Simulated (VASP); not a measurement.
# SnSe (Pm-3m) in VASP: a series of runs

Aim: see how the results for SnSe move with the level of theory and the settings. Levels: PBE, PBE+D3(BJ). Tasks: relaxation of the atoms, relaxation of cell and atoms.

All numbers are computed with VASP 6.6.1; they aren't measurements. Logs are shortened: lines on timing, memory, paths and dates and some standing lists are left out, and cuts for length are marked.

### 1 The structure

Symmetry: Pm-3m, No. 221, cubic system. Conventional cell: a = 3.182 Å, b = 3.182 Å, c = 3.182 Å, α = 90.00°, β = 90.00°, γ = 90.00°. Sn (site symmetry m-3m) has 8 Se at 2.76 Å as nearest neighbours. Se (site symmetry m-3m) is surrounded by 8 Sn at 2.76 Å.

Measurements of this composition are mostly on another form, of space group No. 62.

### 2 Relaxation of the atoms, PBE (a relaxed cell with its volume scaled by 1.06)

INCAR reads:

```
  ALGO = Normal
  EDIFF = 1E-7
  EDIFFG = -0.01
  ENCUT = 300
  GGA = PE
  IBRION = 2
  ISIF = 2
  ISMEAR = 0
  LASPH = T
  LCHARG = F
  LREAL = F
  LWAVE = F
  NELM = 80
  NSW = 40
  PREC = Accurate
  SIGMA = 0.03
```

KPOINTS reads:

```
k-points
0
Gamma
  4 4 4
```

POSCAR reads:

```
SnSe                                    
1.0
    3.7781322395     -0.0000000000      0.0000000000
    0.0000000000      3.7781322395     -0.0000000000
    0.0000000000      0.0000000000      3.7781322395
  Sn              Se            
     1     1
Direct
     0.5000000000000000    0.5000000000000000    0.5000000000000000
     0.0000000000000000    0.0000000000000000    0.0000000000000000
```

Potentials or basis: VASP PAW PBE potentials, release 64 (Sn, Se).

Launch:

```console
cat potpaw_PBE.64/Sn/POTCAR potpaw_PBE.64/Se/POTCAR > POTCAR
mpirun -np 1 vasp_std > vasp.out
```

OUTCAR:

```text
EDIFF = 1E-7
   EDIFFG = -0.01
   ENCUT = 300
   GGA = PE
   IBRION = 2
   ISIF = 2
   ISMEAR = 0
   LASPH = T
   LREAL = F
   NELM = 80
   NSW = 40
   PREC = Accurate

 ion  position               nearest neighbor table
   1  0.500  0.500  0.500-   2 3.27   2 3.27   2 3.27   2 3.27   2 3.27   2 3.27   2 3.27   2 3.27

   2  0.000  0.000  0.000-   1 3.27   1 3.27   1 3.27   1 3.27   1 3.27   1 3.27   1 3.27   1 3.27

  LATTYP: Found a simple cubic cell.
 ALAT       =     3.7781322395

  Lattice vectors:

 A1 = (   3.7781322395,   0.0000000000,   0.0000000000)
 A2 = (   0.0000000000,   3.7781322395,   0.0000000000)
 A3 = (   0.0000000000,   0.0000000000,   3.7781322395)

Analysis of symmetry for initial positions (statically):
=====================================================================
 Subroutine PRICEL returns:
 Original cell was already a primitive cell.

 Routine SETGRP: Setting up the symmetry group for a
 simple cubic supercell.

 Subroutine GETGRP returns: Found 48 space group operations
 (whereof 48 operations were pure point group operations)
 out of a pool of 48 trial point group operations.

The static configuration has the point symmetry O_h .

Analysis of symmetry for dynamics (positions and initial velocities):
=====================================================================
 Subroutine PRICEL returns:
 Original cell was already a primitive cell.

 Routine SETGRP: Setting up the symmetry group for a
 simple cubic supercell.

 Subroutine GETGRP returns: Found 48 space group operations
 (whereof 48 operations were pure point group operations)
 out of a pool of 48 trial point group operations.

The dynamic configuration has the point symmetry O_h .

 Subroutine INISYM returns: Found 48 space group operations
 (whereof 48 operations are pure point group operations),
 and found     1 'primitive' translations

----------------------------------------------------------------------------------------

                                     Primitive cell

  volume of cell :      53.9301

  direct lattice vectors                    reciprocal lattice vectors
     3.778132240  0.000000000  0.000000000     0.264681048  0.000000000  0.000000000
     0.000000000  3.778132240  0.000000000     0.000000000  0.264681048  0.000000000
     0.000000000  0.000000000  3.778132240     0.000000000  0.000000000  0.264681048

  length of vectors
     3.778132240  3.778132240  3.778132240     0.264681048  0.264681048  0.264681048

  position of ions in fractional coordinates (direct lattice)
     0.500000000  0.500000000  0.500000000
     0.000000000  0.000000000  0.000000000

  ion indices of the primitive-cell ions
   primitive index   ion index
                 1           1
                 2           2

----------------------------------------------------------------------------------------

 KPOINTS: k-points

Automatic generation of k-mesh.
 Grid dimensions read from file:
 generate k-points for:    4    4    4

 Generating k-lattice:

  Cartesian coordinates                     Fractional coordinates (reciprocal lattice)
     0.066170262  0.000000000  0.000000000     0.250000000  0.000000000  0.000000000
     0.000000000  0.066170262  0.000000000     0.000000000  0.250000000  0.000000000
     0.000000000  0.000000000  0.066170262     0.000000000  0.000000000  0.250000000

  Length of vectors
     0.066170262  0.066170262  0.066170262

  Shift w.r.t. Gamma in fractional coordinates (k-lattice)
     0.000000000  0.000000000  0.000000000

 Subroutine IBZKPT returns following result:
 ===========================================

 Found     10 irreducible k-points:

 Following reciprocal coordinates:
            Coordinates               Weight
  0.000000  0.000000  0.000000      1.000000
  0.250000  0.000000  0.000000      6.000000
  0.500000  0.000000  0.000000      3.000000
  0.250000  0.250000  0.000000     12.000000
  0.500000  0.250000  0.000000     12.000000
  0.500000  0.500000  0.000000      3.000000
  0.250000  0.250000  0.250000      8.000000
  0.500000  0.250000  0.250000     12.000000
  0.500000  0.500000  0.250000      6.000000
  0.500000  0.500000  0.500000      1.000000
   k-points           NKPTS =     10   k-points in BZ     NKDIM =     10   number of bands    NBANDS=      9
   number of dos      NEDOS =    301   number of ions     NIONS =      2
   total plane-waves  NPLWV =  13824
   dimension x,y,z NGX =    24 NGY =   24 NGZ =   24
   dimension x,y,z NGXF=    48 NGYF=   48 NGZF=   48
   ions per type =               1   1
   NGX,Y,Z   is equivalent  to a cutoff of  10.56, 10.56, 10.56 a.u.
   NGXF,Y,Z  is equivalent  to a cutoff of  21.12, 21.12, 21.12 a.u.
 SYSTEM =  unknown system
   PREC   = accura    normal or accurate (medium, high low for compatibility)
   ISTART =      0    job   : 0-new  1-cont  2-samecut
   ICHARG =      2    charge: 1-file 2-atom 10-const
   ISPIN  =      1    spin polarized calculation?
   LNONCOLLINEAR =      F non collinear calculations
   LSORBIT =      F    spin-orbit coupling
   LASPH  =      T    aspherical Exc in radial PAW
   ENCUT  =  300.0 eV  22.05 Ry    4.70 a.u.   5.34  5.34  5.34*2*pi/ulx,y,z
   NELM   =     80;   NELMIN=  2; NELMDL= -5     # of ELM steps
   EDIFF  = 0.1E-06   stopping-criterion for ELM
   LREAL  =      F    real-space projection
   EDIFFG = -.1E-01   stopping-criterion for IOM
   NSW    =     40    number of steps for IOM
   IBRION =      2    ionic relax: 0-MD 1-quasi-New 2-CG
   NFREE  =      1    steps in history (QN), initial steepest desc. (CG)
   ISIF   =      2    stress and relaxation
   ISYM   =      2    0-nonsym 1-usesym 2-fastsym
   POTIM  = 0.5000    time-step for ionic-motion
   TEBEG  =    0.0;   TEEND  =   0.0 temperature during run
   PSTRESS=    0.0 pullay stress
   NELECT =      10.0000    total number of electrons
   NUPDOWN=      -1.0000    fix difference up-down
   EMIN   =  10.00;   EMAX   =-10.00  energy-range for DOS
   EFERMI =   0.00;   METHOD = LEGACY
   ISMEAR =     0;   SIGMA  =   0.03  broadening in eV -4-tet -1-fermi 0-gaus
   EFERMI_NEDOS =   21; number of points for ismear=-14 and -15
   IALGO  =     38    algorithm
   IMIX   =      4    mixing-type and parameters
     AMIX     =   0.40;   BMIX     =  1.00
     AMIX_MAG =   1.60;   BMIX_MAG =  1.00
  volume/ion in A,a.u.               =      26.97       181.97
  Fermi-wavevector in a.u.,A,eV,Ry     =   0.933536  1.764127 11.857331  0.871489
  Thomas-Fermi vector in A             =   2.060248
   LORBIT       =      0    0 simple, 1 ext, 2 COOP (PROOUT), +10 PAW based schemes
   GGA     = PE    functional components
   LHFCALC =     F    Hartree Fock is set to
   AEXX    =    0.0000 exact exchange contribution
   IVDW    =     0    specifies the selected vdW correction
   LEPSILON=     F    determine dielectric tensor
   LRPA    =     F    only Hartree local field effects (RPA)
 conjugate gradient relaxation of ions
 non-spin polarized calculation
 Gauss-broadening in eV      SIGMA  =   0.03
  energy-cutoff  :      300.00
  volume of cell :       53.93
 maximum number of plane-waves:       647
 NGX is ok and might be reduce to    24
   NGX = 11   NGY = 11   NGZ = 11

 number of electron      10.0000006 magnetization

 Free energy of the ion-electron system (eV)
  ---------------------------------------------------
  ext. energy  EPLUGINS =         0.00000000
  ---------------------------------------------------
  free energy    TOTEN  =        -7.56091247 eV

  energy without entropy =       -7.56053549  energy(sigma->0) =       -7.56072398

 E-fermi :   3.8265     XC(G=0):  -9.7248

 val. band max:        3.7905408286   @ k =   0.5000   0.0000   0.0000
 cond. band min:       3.8624723070   @ k =   0.5000   0.5000   0.0000
 fundamental gap:      0.0719314784
 Fermi energy:         3.8265065684

 k-point     1 :       0.0000    0.0000    0.0000
  band No.  band energies     occupation
      1      -9.1674      2.00000
      2      -1.9909      2.00000
      3       2.3311      2.00000
      4       2.3311      2.00000
      5       2.3311      2.00000
      6       8.5104      0.00000
      7       8.5104      0.00000
      8       9.4286      0.00000
      9       9.4286      0.00000

 k-point     2 :       0.2500    0.0000    0.0000
  band No.  band energies     occupation
      1      -8.8071      2.00000
      2      -2.9512      2.00000
      3       2.4266      2.00000
      4       2.7984      2.00000
      5       2.7984      2.00000
      6       6.7605      0.00000
      7       8.2224      0.00000
      8       8.2224      0.00000
      9       9.0936      0.00000

 k-point     3 :       0.5000    0.0000    0.0000
  band No.  band energies     occupation
      1      -8.3327      2.00000
      2      -3.9996      2.00000
      3       3.4811      2.00000
      4       3.4811      2.00000
      5       3.7905      1.91001
      6       4.1114      0.00000
      7       6.9016      0.00000
      8       6.9016      0.00000
      9      10.5402      0.00000

 k-point     4 :       0.2500    0.2500    0.0000
  band No.  band energies     occupation
      1      -8.4885      2.00000
      2      -2.9850      2.00000
      3       0.5997      2.00000
      4       3.1728      2.00000
      5       3.6995      2.00000
      6       5.2303      0.00000
      7       7.9836      0.00000
      8       8.2484      0.00000
      9      11.0858      0.00000
[... 37 lines left out ...]
 k-point     8 :       0.5000    0.2500    0.2500
  band No.  band energies     occupation
      1      -7.8815      2.00000
      2      -2.7816      2.00000
      3       0.8084      2.00000
      4       1.6533      2.00000
      5       2.1995      2.00000
      6       4.4336      0.00000
      7       6.4101      0.00000
      8       7.7976      0.00000
      9      12.3420      0.00000

 k-point     9 :       0.5000    0.5000    0.2500
  band No.  band energies     occupation
      1      -7.6456      2.00000
      2      -1.5958      2.00000
      3       0.1119      2.00000
      4       0.1119      2.00000
      5       2.3858      2.00000
      6       5.2211      0.00000
      7       5.3571      0.00000
      8       5.3571      0.00000
      9      13.1740      0.00000

 k-point    10 :       0.5000    0.5000    0.5000
  band No.  band energies     occupation
      1      -7.4646      2.00000
      2      -0.8071      2.00000
      3       1.3309      2.00000
      4       1.3309      2.00000
      5       1.3309      2.00000
      6       3.1037      2.00000
      7       3.1037      2.00000
      8       3.1037      2.00000
      9      16.9023      0.00000

------------------------ aborting loop because EDIFF is reached ----------------------------------------

  FORCE on cell =-STRESS in cart. coord.  units (eV):
  Direction    XX          YY          ZZ          XY          YZ          ZX
  --------------------------------------------------------------------------------------
  -------------------------------------------------------------------------------------
  Total       -0.9348973     -0.9348973     -0.9348973      0.0000000      0.0000000      0.0000000
  in kB      -27.7742932    -27.7742932    -27.7742932      0.0000000      0.0000000      0.0000000
  external PRESSURE =     -27.7742932 kB  Pullay stress =       0.0000000 kB

 VOLUME and BASIS-vectors are now :
 -----------------------------------------------------------------------------
  energy-cutoff  :      300.00
  volume of cell :       53.93
      direct lattice vectors                 reciprocal lattice vectors
     3.778132240  0.000000000  0.000000000     0.264681048  0.000000000  0.000000000
     0.000000000  3.778132240  0.000000000     0.000000000  0.264681048  0.000000000
     0.000000000  0.000000000  3.778132240     0.000000000  0.000000000  0.264681048

 POSITION                                       TOTAL-FORCE (eV/Angst)
 -----------------------------------------------------------------------------------
      1.88907      1.88907      1.88907         0.000000      0.000000      0.000000
      0.00000      0.00000      0.00000         0.000000      0.000000      0.000000
 -----------------------------------------------------------------------------------
    total drift:                               -0.000000      0.000000     -0.000000

  FREE ENERGIE OF THE ION-ELECTRON SYSTEM (eV)
  ---------------------------------------------------
  free  energy   TOTEN  =        -7.5609124700 eV

  energy  without entropy=       -7.5605354856  energy(sigma->0) =       -7.56072398

 reached required accuracy - stopping structural energy minimisation
```

Run time: 5.6 s. Hardware: 1 thread of Intel Xeon Platinum 8559C (Emerald Rapids), shared host; peak memory 0.13 GiB.

Results:

| Item | Value |
| --- | --- |
| Free energy | -7.5609 eV |
| Pressure after relaxing | -2.8 GPa |
| Band gap on the k mesh | none (metal or under the smearing width) |

Final structure:
```cif
data_structure
_symmetry_space_group_name_H-M 'P 1'
_symmetry_Int_Tables_number 1
_cell_length_a 3.7781
_cell_length_b 3.7781
_cell_length_c 3.7781
_cell_angle_alpha 90.000
_cell_angle_beta 90.000
_cell_angle_gamma 90.000
_cell_volume 53.93
loop_
_atom_site_label
_atom_site_type_symbol
_atom_site_fract_x
_atom_site_fract_y
_atom_site_fract_z
_atom_site_occupancy
Sn1 Sn 0.50000 0.50000 0.50000 1
Se1 Se 0.00000 0.00000 0.00000 1
```

Levels at points of the mesh, in eV from the Fermi level:
```csv
k point,band 1,band 2,band 3,band 4,band 5,band 6,band 7,band 8,band 9
"(0.00, 0.00, 0.00)",-12.99,-5.82,-1.50,-1.50,-1.50,4.68,4.68,5.60,5.60
"(0.50, 0.00, 0.00)",-12.16,-7.83,-0.35,-0.35,-0.04,0.28,3.08,3.08,6.71
"(0.50, 0.50, 0.00)",-11.64,-5.93,-4.33,-4.33,0.04,3.92,3.92,4.45,6.46
"(0.50, 0.50, 0.50)",-11.29,-4.63,-2.50,-2.50,-2.50,-0.72,-0.72,-0.72,13.08
```

Caveat: the k mesh is coarse (spacing up to 0.42 Å⁻¹), so the values aren't converged; the relaxation stopped at its first step, so nothing moved.

### 3 Relaxation of cell and atoms, PBE+D3(BJ)

INCAR reads:

```
  ALGO = Normal
  EDIFF = 1E-6
  EDIFFG = -0.01
  ENCUT = 600
  GGA = PE
  IBRION = 2
  ISIF = 3
  ISMEAR = 0
  IVDW = 12
  LASPH = T
  LCHARG = F
  LREAL = F
  LWAVE = F
  NELM = 80
  NSW = 90
  PREC = Accurate
  SIGMA = 0.03
```

KPOINTS reads:

```
k-points
0
Gamma
  8 8 8
```

POSCAR reads:

```
SnSe
1.0
    3.1821000000      0.0000000000      0.0000000000
    0.0000000000      3.1821000000      0.0000000000
    0.0000000000      0.0000000000      3.1821000000
Sn Se
1 1
Direct
    0.5000000000      0.5000000000      0.5000000000
    0.0000000000      0.0000000000      0.0000000000
```

Potentials or basis: VASP PAW PBE potentials, release 64 (Sn_d, Se).

Launch:

```console
cat potpaw_PBE.64/Sn_d/POTCAR potpaw_PBE.64/Se/POTCAR > POTCAR
mpirun -np 1 vasp_std > vasp.out
```

Wall time 20 s (1 thread of Intel Xeon 6975P-C (Granite Rapids), shared host); peak memory 0.18 GiB.

Results (log left out):

```yaml
Free_energy: -8.4906 eV
Relaxed_volume: 23.98 Å³/atom
Relaxed_cell: a = 3.633 Å, b = 3.633 Å, c = 3.633 Å, α = 90.00°, β = 90.00°, γ = 90.00°
Space_group_after_relaxing_to_0.05_Å: Pm-3m (No. 221)
Energy_gained_by_relaxing: 850.9 meV/atom
Ionic_steps: 3
Pressure_after_relaxing: 0.0 GPa
Band_gap_on_the_k_mesh: none (metal or under the smearing width)
Dispersion_energy_per_atom: -0.400 eV
```

The path:
```tsv
step	energy change (eV)	largest force (eV/Å)	pressure (GPa)	volume (Å³)
1	0.0000	0.0000	51.96	32.22
2	-1.3118	0.0000	-8.38	63.25
3	-1.7019	0.0000	0.02	47.96
```

Final structure:
```
Sn Se
1.0
     3.63329    0.00000    0.00000
     0.00000    3.63329    0.00000
     0.00000    0.00000    3.63329
Sn Se
1 1
Direct
  0.50000 0.50000 0.50000
  0.00000 0.00000 0.00000
```

Levels at points of the mesh, in eV from the Fermi level:
| k point | band 6 | band 7 | band 8 | band 9 | band 10 | band 11 | band 12 | band 13 | band 14 |
| --- | --- | --- | --- | --- | --- | --- | --- | --- | --- |
| (0.00, 0.00, 0.00) | -13.92 | -5.66 | -1.95 | -1.95 | -1.95 | 4.32 | 6.30 | 6.30 | 6.30 |
| (0.50, 0.00, 0.00) | -12.84 | -8.55 | -0.62 | -0.62 | -0.06 | 0.54 | 3.15 | 3.15 | 6.32 |
| (0.50, 0.50, 0.00) | -12.09 | -6.12 | -5.20 | -5.20 | -0.18 | 4.22 | 4.22 | 4.90 | 6.53 |
| (0.50, 0.50, 0.50) | -11.67 | -4.43 | -3.13 | -3.13 | -3.13 | -1.19 | -1.19 | -1.19 | 14.35 |

Caveat: the volume moved by over 15 % at a fixed basis, so the end points are rough; pairwise dispersion overbinds metals, which lowers pressure and volume.
